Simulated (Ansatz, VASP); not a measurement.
**KBr: VASP beside Ansatz**

Contents of INCAR:

```
PREC = Accurate
ENCUT = 520
EDIFF = 1E-6
ISMEAR = 0
SIGMA = 0.05
LREAL = F
LASPH = T
NELM = 100
ALGO = Normal
ISIF = 2
LWAVE = F
LCHARG = F
GGA = PE
NBANDS = 15
```

KPOINTS

```
Automatic mesh
0
Gamma
  6 6 6
```

Contents of POSCAR:

```
KBr
1.0
    0.0000000000      3.2925000000      3.2925000000
    3.2925000000      0.0000000000      3.2925000000
    3.2925000000      3.2925000000      0.0000000000
K Br
1 1
Direct
   -0.0170842825     -0.0170842825      0.0170842825
    0.5000000000      0.5000000000      0.5000000000
```

Input for Ansatz:

```yaml
crystal:
  lattice:
    - [0.0, 3.2925, 3.2925]
    - [3.2925, 0.0, 3.2925]
    - [3.2925, 3.2925, 0.0]
  atoms:
    - { symbol: K, position: [-0.0170842825, -0.0170842825, 0.0170842825] }
    - { symbol: Br, position: [0.5, 0.5, 0.5] }
basis:
  ecutwfc: 420
kpoints:
  mp_grid: { grid: [6, 6, 6] }
hamiltonian:
  xc: pbe
scf:
  occupations: { method: gaussian, width: 0.05 }
output:
  forces: true
  stress: true
  eigenvalues: true
```

Change from the starting cell: all K atoms moved +0.113 Å, as atom 1 towards its neighbour atom 2 (Br) at 3.292 Å.

Alike in both runs: task single point; functional PBE; k mesh 6 × 6 × 6; occupations gaussian, width 0.05 eV; no spin polarisation.

|  | VASP | Ansatz |
| --- | --- | --- |
| version | VASP 6.6.1 | Ansatz 0.2.0 |
| potentials or method | VASP PAW PBE potentials, release 64 (K_sv, Br) | scalar-relativistic, plane waves, PAW |
| plane-wave cutoff (eV) | 520 | 420 |
| valence electrons in the cell | 16 | 16 |

|  | VASP | Ansatz | Ansatz less VASP |
| --- | --- | --- | --- |
| gap on the k mesh at the Fermi level (eV) | 4.46 | 4.46 | +0.002 |
| least direct gap on the mesh (eV) | 4.46 | 4.46 | +0.002 |
| pressure (GPa) | 0.9 | 0.9 | -0.04 |
| largest component of the traceless stress (GPa) | 0.19 | 0.18 | -0.003 |
| rms of the force components (eV/Å) | 0.087 | 0.085 | -0.0013 |

Atom by atom the forces differ by 0.001 eV/Å (rms over components).
